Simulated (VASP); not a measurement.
# GaSb (F-43m) in VASP: further runs

The runs below take GaSb through single point, with PBEsol.

Program: VASP 6.6.1. These are calculated values, not measurements. Logs are shortened: lines on timing, memory, paths and dates and some standing lists are left out, and cuts for length are marked.

**Measured values to compare with.**

A printed reference work, data compilation reports, for a bulk crystal of GaSb at 4.2 K: band gap 0.811 eV (direct).

The results are compared with them further down.

## 1. The cell of the first run

It takes space group F-43m (No. 216, cubic). The conventional cell has a = 6.118 Å, b = 6.118 Å, c = 6.118 Å, α = 90.00°, β = 90.00°, γ = 90.00°. Ga (site symmetry -43m) has 4 Sb at 2.65 Å within 3.5 Å. Within 3.5 Å of Sb (site symmetry -43m) lie 4 Ga at 2.65 Å.

## 2. Single point, PBEsol

Input file INCAR:

```
PREC = Accurate
ENCUT = 520
EDIFF = 1E-6
ISMEAR = 0
SIGMA = 0.15
LREAL = F
LASPH = T
NELM = 100
ALGO = Normal
ISIF = 2
LWAVE = F
LCHARG = F
GGA = PS
NBANDS = 16
```

Input file KPOINTS:

```
regular mesh
0
Gamma
  14 14 14
```

Input file POSCAR:

```
GaSb
1.0
    0.0000000000      3.0590000000      3.0590000000
    3.0590000000      0.0000000000      3.0590000000
    3.0590000000      3.0590000000      0.0000000000
Ga Sb
1 1
Direct
    0.0000000000      0.0000000000      0.0000000000
    0.7500000000      0.7500000000      0.7500000000
```

Potentials or basis: VASP PAW PBE potentials, release 64 (Ga_d, Sb).

Command:

```console
$ cat potpaw_PBE.64/Ga_d/POTCAR potpaw_PBE.64/Sb/POTCAR > POTCAR
$ mpirun -np 1 vasp_std > vasp.out
```

OUTCAR:

```text
PREC = Accurate
   ENCUT = 520
   EDIFF = 1E-6
   ISMEAR = 0
   LREAL = F
   LASPH = T
   NELM = 100
   ISIF = 2
   GGA = PS

 ion  position               nearest neighbor table
   1  0.000  0.000  0.000-   2 2.65   2 2.65   2 2.65   2 2.65
   2  0.750  0.750  0.750-   1 2.65   1 2.65   1 2.65   1 2.65

  LATTYP: Found a face centered cubic cell.
 ALAT       =     6.1180000000

  Lattice vectors:

 A1 = (   0.0000000000,   3.0590000000,   3.0590000000)
 A2 = (   3.0590000000,   0.0000000000,   3.0590000000)
 A3 = (   3.0590000000,   3.0590000000,   0.0000000000)

Analysis of symmetry for initial positions (statically):
=====================================================================
 Subroutine PRICEL returns:
 Original cell was already a primitive cell.

 Routine SETGRP: Setting up the symmetry group for a
 face centered cubic supercell.

 Subroutine GETGRP returns: Found 24 space group operations
 (whereof 24 operations were pure point group operations)
 out of a pool of 48 trial point group operations.

The static configuration has the point symmetry T_d .

Analysis of symmetry for dynamics (positions and initial velocities):
=====================================================================
 Subroutine PRICEL returns:
 Original cell was already a primitive cell.

 Routine SETGRP: Setting up the symmetry group for a
 face centered cubic supercell.

 Subroutine GETGRP returns: Found 24 space group operations
 (whereof 24 operations were pure point group operations)
 out of a pool of 48 trial point group operations.

The dynamic configuration has the point symmetry T_d .

 Subroutine INISYM returns: Found 24 space group operations
 (whereof 24 operations are pure point group operations),
 and found     1 'primitive' translations

----------------------------------------------------------------------------------------

                                     Primitive cell

  volume of cell :      57.2491

  direct lattice vectors                    reciprocal lattice vectors
     0.000000000  3.059000000  3.059000000    -0.163452109  0.163452109  0.163452109
     3.059000000  0.000000000  3.059000000     0.163452109 -0.163452109  0.163452109
     3.059000000  3.059000000  0.000000000     0.163452109  0.163452109 -0.163452109

  length of vectors
     4.326079287  4.326079287  4.326079287     0.283107357  0.283107357  0.283107357

  position of ions in fractional coordinates (direct lattice)
     0.000000000  0.000000000  0.000000000
     0.750000000  0.750000000  0.750000000

  ion indices of the primitive-cell ions
   primitive index   ion index
                 1           1
                 2           2

----------------------------------------------------------------------------------------

 KPOINTS: regular mesh

Automatic generation of k-mesh.
 Grid dimensions read from file:
 generate k-points for:   14   14   14

 Generating k-lattice:

  Cartesian coordinates                     Fractional coordinates (reciprocal lattice)
    -0.011675151  0.011675151  0.011675151     0.071428571  0.000000000  0.000000000
     0.011675151 -0.011675151  0.011675151     0.000000000  0.071428571  0.000000000
     0.011675151  0.011675151 -0.011675151     0.000000000  0.000000000  0.071428571

  Length of vectors
     0.020221954  0.020221954  0.020221954

  Shift w.r.t. Gamma in fractional coordinates (k-lattice)
     0.000000000  0.000000000  0.000000000

 Subroutine IBZKPT returns following result:
 ===========================================

 Found    104 irreducible k-points:

 Following reciprocal coordinates:
            Coordinates               Weight
  0.000000  0.000000  0.000000      1.000000
  0.071429  0.000000  0.000000      8.000000
  0.142857  0.000000  0.000000      8.000000
  0.214286  0.000000  0.000000      8.000000
  0.285714  0.000000  0.000000      8.000000
  0.357143  0.000000  0.000000      8.000000
[... 16 lines left out ...]
  0.214286  0.142857  0.000000     24.000000
  0.285714  0.142857  0.000000     24.000000
 [... further k-points ...]
   k-points           NKPTS =    104   k-points in BZ     NKDIM =    104   number of bands    NBANDS=     16
   number of dos      NEDOS =    301   number of ions     NIONS =      2
   total plane-waves  NPLWV =  32768
   dimension x,y,z NGX =    32 NGY =   32 NGZ =   32
   dimension x,y,z NGXF=    64 NGYF=   64 NGZF=   64
   ions per type =               1   1
   NGX,Y,Z   is equivalent  to a cutoff of  12.30, 12.30, 12.30 a.u.
   NGXF,Y,Z  is equivalent  to a cutoff of  24.59, 24.59, 24.59 a.u.
 SYSTEM =  unknown system
   PREC   = accura    normal or accurate (medium, high low for compatibility)
   ISTART =      0    job   : 0-new  1-cont  2-samecut
   ICHARG =      2    charge: 1-file 2-atom 10-const
   ISPIN  =      1    spin polarized calculation?
   LNONCOLLINEAR =      F non collinear calculations
   LSORBIT =      F    spin-orbit coupling
   LASPH  =      T    aspherical Exc in radial PAW
   ENCUT  =  520.0 eV  38.22 Ry    6.18 a.u.   8.04  8.04  8.04*2*pi/ulx,y,z
   NELM   =    100;   NELMIN=  2; NELMDL= -5     # of ELM steps
   EDIFF  = 0.1E-05   stopping-criterion for ELM
   LREAL  =      F    real-space projection
   EDIFFG = 0.1E-04   stopping-criterion for IOM
   NSW    =      0    number of steps for IOM
   IBRION =     -1    ionic relax: 0-MD 1-quasi-New 2-CG
   NFREE  =      0    steps in history (QN), initial steepest desc. (CG)
   ISIF   =      2    stress and relaxation
   ISYM   =      2    0-nonsym 1-usesym 2-fastsym
   POTIM  = 0.5000    time-step for ionic-motion
   TEBEG  =    0.0;   TEEND  =   0.0 temperature during run
   PSTRESS=    0.0 pullay stress
   NELECT =      18.0000    total number of electrons
   NUPDOWN=      -1.0000    fix difference up-down
   EMIN   =  10.00;   EMAX   =-10.00  energy-range for DOS
   EFERMI =   0.00;   METHOD = LEGACY
   ISMEAR =     0;   SIGMA  =   0.15  broadening in eV -4-tet -1-fermi 0-gaus
   EFERMI_NEDOS =   21; number of points for ismear=-14 and -15
   IALGO  =     38    algorithm
   IMIX   =      4    mixing-type and parameters
     AMIX     =   0.40;   BMIX     =  1.00
     AMIX_MAG =   1.60;   BMIX_MAG =  1.00
  volume/ion in A,a.u.               =      28.62       193.17
  Fermi-wavevector in a.u.,A,eV,Ry     =   1.113208  2.103657 16.860766  1.239231
  Thomas-Fermi vector in A             =   2.249790
   LORBIT       =      0    0 simple, 1 ext, 2 COOP (PROOUT), +10 PAW based schemes
   GGA     = PS    functional components
   LHFCALC =     F    Hartree Fock is set to
   AEXX    =    0.0000 exact exchange contribution
   IVDW    =     0    specifies the selected vdW correction
   LEPSILON=     F    determine dielectric tensor
   LRPA    =     F    only Hartree local field effects (RPA)
 non-spin polarized calculation
 Gauss-broadening in eV      SIGMA  =   0.15
  energy-cutoff  :      520.00
  volume of cell :       57.25
 maximum number of plane-waves:      1572
   NGX = 17   NGY = 17   NGZ = 17

 number of electron      17.9999986 magnetization

 Free energy of the ion-electron system (eV)
  ---------------------------------------------------
  ext. energy  EPLUGINS =         0.00000000
  ---------------------------------------------------
  free energy    TOTEN  =        -8.15564684 eV

  energy without entropy =       -8.15544324  energy(sigma->0) =       -8.15554504

 E-fermi :   4.8504     XC(G=0):  -9.2672

 val. band max:        4.7295981381   @ k =   0.0000   0.0000   0.0000
 cond. band min:       5.0770960041   @ k =   0.5000   0.0000   0.0000
 fundamental gap:      0.3474978660
 Fermi energy:         4.8503848311

 k-point     1 :       0.0000    0.0000    0.0000
  band No.  band energies     occupation
      1     -10.2660      2.00000
      2     -10.2660      2.00000
      3     -10.2660      2.00000
      4     -10.2157      2.00000
      5     -10.2157      2.00000
      6      -6.7740      2.00000
[... 8 lines left out ...]
     15      13.3304      0.00000
     16      13.3304      0.00000

 k-point     2 :       0.0714    0.0000    0.0000
  band No.  band energies     occupation
      1     -10.2675      2.00000
      2     -10.2654      2.00000
      3     -10.2654      2.00000
      4     -10.2157      2.00000
      5     -10.2157      2.00000
      6      -6.7212      2.00000
[... 8 lines left out ...]
     15      12.8760      0.00000
     16      12.8760      0.00000

 k-point     3 :       0.1429    0.0000    0.0000
  band No.  band energies     occupation
      1     -10.2715      2.00000
      2     -10.2637      2.00000
      3     -10.2637      2.00000
      4     -10.2159      2.00000
      5     -10.2159      2.00000
      6      -6.5652      2.00000
[... 8 lines left out ...]
     15      12.3968      0.00000
     16      12.3968      0.00000

 k-point     4 :       0.2143    0.0000    0.0000
  band No.  band energies     occupation
      1     -10.2773      2.00000
      2     -10.2613      2.00000
      3     -10.2613      2.00000
      4     -10.2160      2.00000
      5     -10.2160      2.00000
      6      -6.3136      2.00000
[... 8 lines left out ...]
     15      12.2176      0.00000
     16      12.2176      0.00000

 k-point     5 :       0.2857    0.0000    0.0000
  band No.  band energies     occupation
      1     -10.2836      2.00000
      2     -10.2589      2.00000
      3     -10.2589      2.00000
      4     -10.2160      2.00000
      5     -10.2160      2.00000
      6      -5.9837      2.00000
[... 8 lines left out ...]
     15      12.4365      0.00000
     16      12.4365      0.00000

 k-point     6 :       0.3571    0.0000    0.0000
  band No.  band energies     occupation
      1     -10.2892      2.00000
      2     -10.2569      2.00000
      3     -10.2569      2.00000
      4     -10.2158      2.00000
      5     -10.2158      2.00000
      6      -5.6133      2.00000
[... 8 lines left out ...]
     15      13.0389      0.00000
     16      13.0389      0.00000
[... 267 lines left out ...]
 k-point    21 :      -0.0714    0.0714    0.0000
  band No.  band energies     occupation
      1     -10.2701      2.00000
      2     -10.2647      2.00000
      3     -10.2638      2.00000
      4     -10.2161      2.00000
      5     -10.2156      2.00000
      6      -6.6340      2.00000
[... 8 lines left out ...]
     15      12.2547      0.00000
     16      12.6891      0.00000

 k-point    22 :       0.1429    0.1429    0.0000
  band No.  band energies     occupation
      1     -10.2757      2.00000
      2     -10.2615      2.00000
      3     -10.2615      2.00000
      4     -10.2175      2.00000
      5     -10.2149      2.00000
      6      -6.4944      2.00000
[... 8 lines left out ...]
     15      11.7590      0.00000
     16      13.5924      0.00000

 k-point    23 :       0.2143    0.1429    0.0000
  band No.  band energies     occupation
      1     -10.2805      2.00000
      2     -10.2593      2.00000
      3     -10.2590      2.00000
      4     -10.2183      2.00000
      5     -10.2146      2.00000
      6      -6.3071      2.00000
[... 8 lines left out ...]
     15      12.4392      0.00000
     16      13.4821      0.00000

 k-point    24 :       0.2857    0.1429    0.0000
  band No.  band energies     occupation
      1     -10.2857      2.00000
      2     -10.2573      2.00000
      3     -10.2565      2.00000
      4     -10.2189      2.00000
      5     -10.2144      2.00000
      6      -6.0300      2.00000
[... 8 lines left out ...]
     15      12.9733      0.00000
     16      13.4917      0.00000

 [... further k-points ...]
[... 5 lines left out ...]
  --------------------------------------------------------------------------------------
  -------------------------------------------------------------------------------------
  Total       -0.0248342     -0.0248342     -0.0248342      0.0000000      0.0000000     -0.0000000
  in kB       -0.6950108     -0.6950108     -0.6950108      0.0000000      0.0000000     -0.0000000
  external PRESSURE =      -0.6950108 kB  Pullay stress =       0.0000000 kB

 VOLUME and BASIS-vectors are now :
 -----------------------------------------------------------------------------
  energy-cutoff  :      520.00
  volume of cell :       57.25
      direct lattice vectors                 reciprocal lattice vectors
     0.000000000  3.059000000  3.059000000    -0.163452109  0.163452109  0.163452109
     3.059000000  0.000000000  3.059000000     0.163452109 -0.163452109  0.163452109
     3.059000000  3.059000000  0.000000000     0.163452109  0.163452109 -0.163452109

 POSITION                                       TOTAL-FORCE (eV/Angst)
 -----------------------------------------------------------------------------------
      0.00000      0.00000      0.00000         0.000000      0.000000     -0.000000
      4.58850      4.58850      4.58850        -0.000000     -0.000000      0.000000
 -----------------------------------------------------------------------------------
    total drift:                               -0.000000     -0.000000     -0.000000

  FREE ENERGIE OF THE ION-ELECTRON SYSTEM (eV)
  ---------------------------------------------------
  free  energy   TOTEN  =        -8.1556468368 eV

  energy  without entropy=       -8.1554432384  energy(sigma->0) =       -8.15554504
```

It took 100 s on 1 thread of AMD EPYC 7R13 (Zen 3), shared host; peak memory 0.22 GiB.

Results:

- Free energy: -8.1556 eV
- Pressure: -0.1 GPa
- Band gap on the k mesh: zero (filled and empty bands touch)

Caveat: the PAW data sets were made with another functional, which shifts forces and pressure a little; spin-orbit coupling is left out, which moves the levels of the heavy elements.

(Continued in part 2 of 2.)
